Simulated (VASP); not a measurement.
A run of VASP 6.6.1 is set up as follows.

run.py

```python
from ase.calculators.vasp import Vasp
from ase.dft.bandgap import bandgap
from ase.io import read

atoms = read('Cs.cif', primitive_cell=True, subtrans_included=False)
calc = Vasp(
    directory='calc',
    xc='pbesol',
    pp='PBE',
    setups='materialsproject',
    prec='Accurate',
    encut=520,
    ediff=1e-06,
    ismear=0,
    sigma=0.1,
    lreal=False,
    lasph=True,
    nelm=80,
    algo='Normal',
    isif=2,
    lwave=False,
    lcharg=False,
    kpts=[6, 6, 6],
    gamma=True,
    nbands=10,
)
atoms.calc = calc

print('energy (eV):', atoms.get_potential_energy())
print('free energy (eV):', atoms.get_potential_energy(force_consistent=True))
print('forces (eV/A):')
print(atoms.get_forces())
print('stress (eV/A^3, Voigt):', atoms.get_stress())
print('Fermi level (eV):', calc.get_fermi_level())
gap, top, bottom = bandgap(calc)
print('band gap (eV):', gap, 'from (spin, k, band)', top, 'to', bottom)
```

Contents of Cs.cif:

```cif
data_Cs
_cell_length_a 7.89667148
_cell_length_b 7.89667148
_cell_length_c 7.89667148
_cell_angle_alpha 90.00000000
_cell_angle_beta 90.00000000
_cell_angle_gamma 90.00000000
_space_group_name_H-M_alt 'Fm-3m'
_space_group_name_Hall '-F 4 2 3'
_space_group_IT_number 225
loop_
_space_group_symop_operation_xyz
'x,y,z'
'-x,-y,-z'
'-y,x,z'
'y,-x,-z'
'-x,-y,z'
'x,y,-z'
'y,-x,z'
'-y,x,-z'
'x,-y,-z'
'-x,y,z'
'-y,-x,-z'
'y,x,z'
'-x,y,-z'
'x,-y,z'
'y,x,-z'
'-y,-x,z'
'z,x,y'
'-z,-x,-y'
'z,-y,x'
'-z,y,-x'
'z,-x,-y'
'-z,x,y'
'z,y,-x'
'-z,-y,x'
'-z,x,-y'
'z,-x,y'
'-z,-y,-x'
'z,y,x'
'-z,-x,y'
'z,x,-y'
'-z,y,x'
'z,-y,-x'
'y,z,x'
'-y,-z,-x'
'x,z,-y'
'-x,-z,y'
'-y,z,-x'
'y,-z,x'
'-x,z,y'
'x,-z,-y'
'-y,-z,x'
'y,z,-x'
'-x,-z,-y'
'x,z,y'
'y,-z,-x'
'-y,z,x'
'x,-z,y'
'-x,z,-y'
'x,y+1/2,z+1/2'
'-x,-y+1/2,-z+1/2'
'-y,x+1/2,z+1/2'
'y,-x+1/2,-z+1/2'
'-x,-y+1/2,z+1/2'
'x,y+1/2,-z+1/2'
'y,-x+1/2,z+1/2'
'-y,x+1/2,-z+1/2'
'x,-y+1/2,-z+1/2'
'-x,y+1/2,z+1/2'
'-y,-x+1/2,-z+1/2'
'y,x+1/2,z+1/2'
[... 40 lines left out ...]
'-x+1/2,-y,z+1/2'
'x+1/2,y,-z+1/2'
'y+1/2,-x,z+1/2'
'-y+1/2,x,-z+1/2'
'x+1/2,-y,-z+1/2'
'-x+1/2,y,z+1/2'
'-y+1/2,-x,-z+1/2'
'y+1/2,x,z+1/2'
'-x+1/2,y,-z+1/2'
'x+1/2,-y,z+1/2'
'y+1/2,x,-z+1/2'
'-y+1/2,-x,z+1/2'
'z+1/2,x,y+1/2'
'-z+1/2,-x,-y+1/2'
'z+1/2,-y,x+1/2'
'-z+1/2,y,-x+1/2'
'z+1/2,-x,-y+1/2'
'-z+1/2,x,y+1/2'
'z+1/2,y,-x+1/2'
'-z+1/2,-y,x+1/2'
'-z+1/2,x,-y+1/2'
'z+1/2,-x,y+1/2'
'-z+1/2,-y,-x+1/2'
'z+1/2,y,x+1/2'
'-z+1/2,-x,y+1/2'
'z+1/2,x,-y+1/2'
'-z+1/2,y,x+1/2'
'z+1/2,-y,-x+1/2'
'y+1/2,z,x+1/2'
'-y+1/2,-z,-x+1/2'
'x+1/2,z,-y+1/2'
'-x+1/2,-z,y+1/2'
'-y+1/2,z,-x+1/2'
'y+1/2,-z,x+1/2'
'-x+1/2,z,y+1/2'
'x+1/2,-z,-y+1/2'
'-y+1/2,-z,x+1/2'
'y+1/2,z,-x+1/2'
'-x+1/2,-z,-y+1/2'
'x+1/2,z,y+1/2'
'y+1/2,-z,-x+1/2'
'-y+1/2,z,x+1/2'
'x+1/2,-z,y+1/2'
'-x+1/2,z,-y+1/2'
'x+1/2,y+1/2,z'
'-x+1/2,-y+1/2,-z'
'-y+1/2,x+1/2,z'
'y+1/2,-x+1/2,-z'
'-x+1/2,-y+1/2,z'
'x+1/2,y+1/2,-z'
'y+1/2,-x+1/2,z'
'-y+1/2,x+1/2,-z'
'x+1/2,-y+1/2,-z'
'-x+1/2,y+1/2,z'
'-y+1/2,-x+1/2,-z'
'y+1/2,x+1/2,z'
'-x+1/2,y+1/2,-z'
'x+1/2,-y+1/2,z'
'y+1/2,x+1/2,-z'
'-y+1/2,-x+1/2,z'
'z+1/2,x+1/2,y'
'-z+1/2,-x+1/2,-y'
'z+1/2,-y+1/2,x'
'-z+1/2,y+1/2,-x'
'z+1/2,-x+1/2,-y'
'-z+1/2,x+1/2,y'
'z+1/2,y+1/2,-x'
'-z+1/2,-y+1/2,x'
'-z+1/2,x+1/2,-y'
'z+1/2,-x+1/2,y'
'-z+1/2,-y+1/2,-x'
'z+1/2,y+1/2,x'
'-z+1/2,-x+1/2,y'
'z+1/2,x+1/2,-y'
'-z+1/2,y+1/2,x'
'z+1/2,-y+1/2,-x'
'y+1/2,z+1/2,x'
'-y+1/2,-z+1/2,-x'
'x+1/2,z+1/2,-y'
'-x+1/2,-z+1/2,y'
'-y+1/2,z+1/2,-x'
'y+1/2,-z+1/2,x'
'-x+1/2,z+1/2,y'
'x+1/2,-z+1/2,-y'
'-y+1/2,-z+1/2,x'
'y+1/2,z+1/2,-x'
'-x+1/2,-z+1/2,-y'
'x+1/2,z+1/2,y'
'y+1/2,-z+1/2,-x'
'-y+1/2,z+1/2,x'
'x+1/2,-z+1/2,y'
'-x+1/2,z+1/2,-y'
loop_
_atom_site_label
_atom_site_type_symbol
_atom_site_symmetry_multiplicity
_atom_site_Wyckoff_symbol
_atom_site_fract_x
_atom_site_fract_y
_atom_site_fract_z
_atom_site_occupancy
Cs1 Cs 4 a 0.0000000000 0.0000000000 0.0000000000 1
```

Potentials or basis: VASP PAW PBE potentials, release 64 (Cs_sv).

Command:

```bash
$ python run.py
```

(1) Predict the pressure.

(2) Estimate the band gap on the k mesh.

## Answers

(1) -0.2 GPa.

(2) none (metal or under the smearing width).

Caveat: the PAW data sets were made with another functional, which shifts forces and pressure a little.
